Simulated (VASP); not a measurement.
# Ga in VASP: work function with PBE

Aim: the work function of Ga with PBE.

Everything below comes from runs of VASP 6.6.1. Logs are shortened: lines on timing, memory, paths and dates and some standing lists are left out, and cuts for length are marked.

### 1 The cell of the first run

The cell holds a slab with vacuum, 12 atoms: a = 4.488 Å, b = 4.653 Å, c = 23.972 Å, α = 90.00°, β = 90.00°, γ = 90.00°.

The slab is cut from a database's or a generator's crystal, which needn't be the stable form of the element.

### 2 Work function, PBE (the (1 0 0) slab of Ga, cut from the database cell, not relaxed)

The input, INCAR:

```
SYSTEM = Ga
PREC = Accurate ; ENCUT = 520
EDIFF = 1E-6 ; ISMEAR = 0
SIGMA = 0.05 ; LREAL = .False.
LASPH = .True. ; NELM = 100
ALGO = Normal ; ISIF = 2
LWAVE = .False. ; LCHARG = .True.
LDIPOL = .True. ; IDIPOL = 3
DIPOL = 0.5 0.5 0.500 ; GGA = PE
LELF = .True. ; LVHAR = .True.
LVACPOTAV = .True.
```

The input, KPOINTS:

```
Automatic mesh
0
Gamma
  6 6 1
  0 0 0
```

The input, POSCAR:

```
Ga
1.0
    4.4882540000      0.0000000000      0.0000000000
    0.0000000000      4.6532591000      0.0000000000
    0.0000000000      0.0000000000     23.9716487210
Ga
12
Direct
    0.7500000000      0.6720674500      0.3128695939
    0.2500000000      0.3279325500      0.3128695939
    0.2500000000      0.8279325500      0.3686744956
    0.7500000000      0.1720674500      0.3686744956
    0.7500000000      0.1720674500      0.4720975491
    0.2500000000      0.8279325500      0.4720975491
    0.2500000000      0.3279325500      0.5279024509
    0.7500000000      0.6720674500      0.5279024509
    0.7500000000      0.6720674500      0.6313255044
    0.2500000000      0.3279325500      0.6313255044
    0.2500000000      0.8279325500      0.6871304061
    0.7500000000      0.1720674500      0.6871304061
```

Potentials or basis: VASP PAW PBE potentials, release 64 (Ga_d).

Run with:

```bash
$ cat potpaw_PBE.64/Ga_d/POTCAR > POTCAR
$ mpirun -np 1 vasp_std > vasp.out
```

OUTCAR:

```text
SYSTEM = Ga
   PREC = Accurate
   ENCUT = 520
   EDIFF = 1E-6
   ISMEAR = 0
   LREAL = .False.
   LASPH = .True.
   NELM = 100
   ISIF = 2
   GGA = PE

 ion  position               nearest neighbor table
   1  0.750  0.672  0.313-   4 2.68   4 2.68   3 2.71   3 2.71   2 2.76   2 2.76
   2  0.250  0.328  0.313-   3 2.68   3 2.68   4 2.71   4 2.71   1 2.76   1 2.76
   3  0.250  0.828  0.369-   6 2.48   2 2.68   2 2.68   1 2.71   1 2.71   4 2.76   4 2.76
   4  0.750  0.172  0.369-   5 2.48   1 2.68   1 2.68   2 2.71   2 2.71   3 2.76   3 2.76
   5  0.750  0.172  0.472-   4 2.48   8 2.68   8 2.68   7 2.71   7 2.71   6 2.76   6 2.76
   6  0.250  0.828  0.472-   3 2.48   7 2.68   7 2.68   8 2.71   8 2.71   5 2.76   5 2.76
   7  0.250  0.328  0.528-  10 2.48   6 2.68   6 2.68   5 2.71   5 2.71   8 2.76   8 2.76
   8  0.750  0.672  0.528-   9 2.48   5 2.68   5 2.68   6 2.71   6 2.71   7 2.76   7 2.76
   9  0.750  0.672  0.631-   8 2.48  12 2.68  12 2.68  11 2.71  11 2.71  10 2.76  10 2.76
  10  0.250  0.328  0.631-   7 2.48  11 2.68  11 2.68  12 2.71  12 2.71   9 2.76   9 2.76
  11  0.250  0.828  0.687-  10 2.68  10 2.68   9 2.71   9 2.71  12 2.76  12 2.76
  12  0.750  0.172  0.687-   9 2.68   9 2.68  10 2.71  10 2.71  11 2.76  11 2.76

  LATTYP: Found a simple orthorhombic cell.
 ALAT       =     4.4882540000
 B/A-ratio  =     1.0367637616
 C/A-ratio  =     5.3409741786

  Lattice vectors:

 A1 = (   4.4882540000,   0.0000000000,   0.0000000000)
 A2 = (   0.0000000000,   4.6532591000,   0.0000000000)
 A3 = (   0.0000000000,   0.0000000000,  23.9716487210)

Analysis of symmetry for initial positions (statically):
=====================================================================
 Subroutine PRICEL returns:
 Original cell was already a primitive cell.

 Routine SETGRP: Setting up the symmetry group for a
 simple orthorhombic supercell.

 Subroutine GETGRP returns: Found  8 space group operations
 (whereof  2 operations were pure point group operations)
 out of a pool of  8 trial point group operations.

The static configuration has the point symmetry C_2 .
 The point group associated with its full space group is D_2h.

Analysis of symmetry for dynamics (positions and initial velocities):
=====================================================================
 Subroutine PRICEL returns:
 Original cell was already a primitive cell.

 Routine SETGRP: Setting up the symmetry group for a
 simple orthorhombic supercell.

 Subroutine GETGRP returns: Found  8 space group operations
 (whereof  2 operations were pure point group operations)
 out of a pool of  8 trial point group operations.

The dynamic configuration has the point symmetry C_2 .
 The point group associated with its full space group is D_2h.

 Subroutine INISYM returns: Found  8 space group operations
 (whereof  2 operations are pure point group operations),
 and found     1 'primitive' translations

----------------------------------------------------------------------------------------

                                     Primitive cell

  volume of cell :     500.6481

  direct lattice vectors                    reciprocal lattice vectors
     4.488254000  0.000000000  0.000000000     0.222803790  0.000000000  0.000000000
     0.000000000  4.653259100  0.000000000     0.000000000  0.214903142  0.000000000
     0.000000000  0.000000000 23.971648721     0.000000000  0.000000000  0.041715946

  length of vectors
     4.488254000  4.653259100 23.971648721     0.222803790  0.214903142  0.041715946

  position of ions in fractional coordinates (direct lattice)
     0.750000000  0.672067450  0.312869594
     0.250000000  0.327932550  0.312869594
     0.250000000  0.827932550  0.368674496
     0.750000000  0.172067450  0.368674496
     0.750000000  0.172067450  0.472097549
     0.250000000  0.827932550  0.472097549
     0.250000000  0.327932550  0.527902451
     0.750000000  0.672067450  0.527902451
     0.750000000  0.672067450  0.631325504
     0.250000000  0.327932550  0.631325504
     0.250000000  0.827932550  0.687130406
     0.750000000  0.172067450  0.687130406

  ion indices of the primitive-cell ions
   primitive index   ion index
[... 25 lines left out ...]
     0.000000000  0.035817190  0.000000000     0.000000000  0.166666667  0.000000000
     0.000000000  0.000000000  0.041715946     0.000000000  0.000000000  1.000000000

  Length of vectors
     0.037133965  0.035817190  0.041715946

  Shift w.r.t. Gamma in fractional coordinates (k-lattice)
     0.000000000  0.000000000  0.000000000

 Subroutine IBZKPT returns following result:
 ===========================================

 Found     16 irreducible k-points:

 Following reciprocal coordinates:
            Coordinates               Weight
  0.000000  0.000000  0.000000      1.000000
  0.166667  0.000000  0.000000      2.000000
  0.333333  0.000000  0.000000      2.000000
  0.500000  0.000000  0.000000      1.000000
  0.000000  0.166667  0.000000      2.000000
  0.166667  0.166667  0.000000      4.000000
[... 8 lines left out ...]
  0.333333  0.500000  0.000000      2.000000
  0.500000  0.500000  0.000000      1.000000
   k-points           NKPTS =     16   k-points in BZ     NKDIM =     16   number of bands    NBANDS=     93
   number of dos      NEDOS =    301   number of ions     NIONS =     12
   total plane-waves  NPLWV = 233280
   dimension x,y,z NGX =    36 NGY =   36 NGZ =  180
   dimension x,y,z NGXF=    72 NGYF=   72 NGZF=  360
   ions per type =              12
   NGX,Y,Z   is equivalent  to a cutoff of  13.33, 12.86, 12.48 a.u.
   NGXF,Y,Z  is equivalent  to a cutoff of  26.67, 25.72, 24.97 a.u.
 SYSTEM =  Ga
   PREC   = accura    normal or accurate (medium, high low for compatibility)
   ISTART =      0    job   : 0-new  1-cont  2-samecut
   ICHARG =      2    charge: 1-file 2-atom 10-const
   ISPIN  =      1    spin polarized calculation?
   LNONCOLLINEAR =      F non collinear calculations
   LSORBIT =      F    spin-orbit coupling
   LASPH  =      T    aspherical Exc in radial PAW
   ENCUT  =  520.0 eV  38.22 Ry    6.18 a.u.   8.35  8.65 44.57*2*pi/ulx,y,z
   NELM   =    100;   NELMIN=  2; NELMDL= -5     # of ELM steps
   EDIFF  = 0.1E-05   stopping-criterion for ELM
   LREAL  =      F    real-space projection
   EDIFFG = 0.1E-04   stopping-criterion for IOM
   NSW    =      0    number of steps for IOM
   IBRION =     -1    ionic relax: 0-MD 1-quasi-New 2-CG
   NFREE  =      0    steps in history (QN), initial steepest desc. (CG)
   ISIF   =      2    stress and relaxation
   ISYM   =      2    0-nonsym 1-usesym 2-fastsym
   POTIM  = 0.5000    time-step for ionic-motion
   TEBEG  =    0.0;   TEEND  =   0.0 temperature during run
   PSTRESS=    0.0 pullay stress
   NELECT =     156.0000    total number of electrons
   NUPDOWN=      -1.0000    fix difference up-down
   EMIN   =  10.00;   EMAX   =-10.00  energy-range for DOS
   EFERMI =   0.00;   METHOD = LEGACY
   ISMEAR =     0;   SIGMA  =   0.05  broadening in eV -4-tet -1-fermi 0-gaus
   EFERMI_NEDOS =   21; number of points for ismear=-14 and -15
   IALGO  =     38    algorithm
   IMIX   =      4    mixing-type and parameters
     AMIX     =   0.40;   BMIX     =  1.00
     AMIX_MAG =   1.60;   BMIX_MAG =  1.00
  volume/ion in A,a.u.               =      41.72       281.55
  Fermi-wavevector in a.u.,A,eV,Ry     =   1.109870  2.097350 16.759817  1.231812
  Thomas-Fermi vector in A             =   2.246415
   LORBIT       =      0    0 simple, 1 ext, 2 COOP (PROOUT), +10 PAW based schemes
   GGA     = PE    functional components
   LHFCALC =     F    Hartree Fock is set to
   AEXX    =    0.0000 exact exchange contribution
   IVDW    =     0    specifies the selected vdW correction
   LEPSILON=     F    determine dielectric tensor
   LRPA    =     F    only Hartree local field effects (RPA)
 non-spin polarized calculation
 Gauss-broadening in eV      SIGMA  =   0.05
  energy-cutoff  :      520.00
  volume of cell :      500.65
 maximum number of plane-waves:     13519
 NGX is ok and might be reduce to    36
   NGX = 17   NGY = 17   NGZ = 89

 dipolmoment           0.000000      0.000000     -0.000000 electrons x Angstroem

 number of electron     156.0000004 magnetization

 dipolmoment           0.000000      0.000000      0.000000 electrons x Angstroem

 Free energy of the ion-electron system (eV)
  ---------------------------------------------------
  ext. energy  EPLUGINS =         0.00000000
  ---------------------------------------------------
  free energy    TOTEN  =       -32.45316322 eV

  energy without entropy =      -32.44578675  energy(sigma->0) =      -32.44947499

 E-fermi :   0.1016     XC(G=0):  -5.6570

 val. band max:        0.0970449563   @ k =   0.1667   0.0000   0.0000
 cond. band min:       0.1049748146   @ k =   0.0000   0.3333   0.0000
 fundamental gap:      0.0079298583
 Fermi energy:         0.1016326687

 k-point     1 :       0.0000    0.0000    0.0000
  band No.  band energies     occupation
      1     -15.2435      2.00000
      2     -15.2279      2.00000
      3     -15.1916      2.00000
      4     -15.1527      2.00000
      5     -15.1497      2.00000
      6     -15.1413      2.00000
[... 1477 lines left out ...]
     89       6.6969      0.00000
     90       6.7003      0.00000
 [bands above 90 left out]

------------------------ aborting loop because EDIFF is reached ----------------------------------------

  FORCE on cell =-STRESS in cart. coord.  units (eV):
  Direction    XX          YY          ZZ          XY          YZ          ZX
  --------------------------------------------------------------------------------------
  -------------------------------------------------------------------------------------
  Total        4.2110486      3.7327035      8.0705937     -0.0000000      0.0000000      0.0000000
  in kB       13.4762254     11.9454224     25.8275673     -0.0000000      0.0000000      0.0000000
  external PRESSURE =      17.0830717 kB  Pullay stress =       0.0000000 kB

 VOLUME and BASIS-vectors are now :
 -----------------------------------------------------------------------------
  energy-cutoff  :      520.00
  volume of cell :      500.65
      direct lattice vectors                 reciprocal lattice vectors
     4.488254000  0.000000000  0.000000000     0.222803790  0.000000000  0.000000000
     0.000000000  4.653259100  0.000000000     0.000000000  0.214903142  0.000000000
     0.000000000  0.000000000 23.971648721     0.000000000  0.000000000  0.041715946

 POSITION                                       TOTAL-FORCE (eV/Angst)
 -----------------------------------------------------------------------------------
      3.36619      3.12730      7.50000         0.000000     -0.382617     -0.391216
      1.12206      1.52596      7.50000         0.000000      0.382617     -0.391216
      1.12206      3.85258      8.83774        -0.000000     -0.027685     -0.109216
      3.36619      0.80067      8.83774         0.000000      0.027685     -0.109216
      3.36619      0.80067     11.31696         0.000000     -0.107337      0.097935
      1.12206      3.85258     11.31696        -0.000000      0.107337      0.097935
      1.12206      1.52596     12.65469         0.000000      0.107337     -0.097935
      3.36619      3.12730     12.65469         0.000000     -0.107337     -0.097935
      3.36619      3.12730     15.13391        -0.000000      0.027685      0.109216
      1.12206      1.52596     15.13391        -0.000000     -0.027685      0.109216
      1.12206      3.85258     16.47165        -0.000000      0.382617      0.391216
      3.36619      0.80067     16.47165         0.000000     -0.382617      0.391216
 -----------------------------------------------------------------------------------
    total drift:                                0.000000      0.000000     -0.000000

  FREE ENERGIE OF THE ION-ELECTRON SYSTEM (eV)
  ---------------------------------------------------
  free  energy   TOTEN  =       -32.4531632219 eV

  energy  without entropy=      -32.4457867511  energy(sigma->0) =      -32.44947499

 vacuum level on the upper side and lower side of the slab         4.487         4.487
```

Run time: 14 min. Hardware: 1 thread of Intel Xeon 6975P-C (Granite Rapids), shared host; peak memory 0.78 GiB.

Results:

* Free energy: -32.4532 eV
* Largest force: 0.547 eV/Å
* Band gap on the k mesh: none (metal or under the smearing width)
* Work function of the upper face: 4.39 eV
* Work function of the lower face: 4.39 eV

Forces in eV/Å, atoms in the order of the input:
```
Ga   0.000 -0.383 -0.391
Ga   0.000  0.383 -0.391
Ga   0.000 -0.028 -0.109
Ga   0.000  0.028 -0.109
Ga   0.000 -0.107  0.098
Ga   0.000  0.107  0.098
Ga   0.000  0.107 -0.098
Ga   0.000 -0.107 -0.098
Ga   0.000  0.028  0.109
Ga   0.000 -0.028  0.109
Ga   0.000  0.383  0.391
Ga   0.000 -0.383  0.391
```
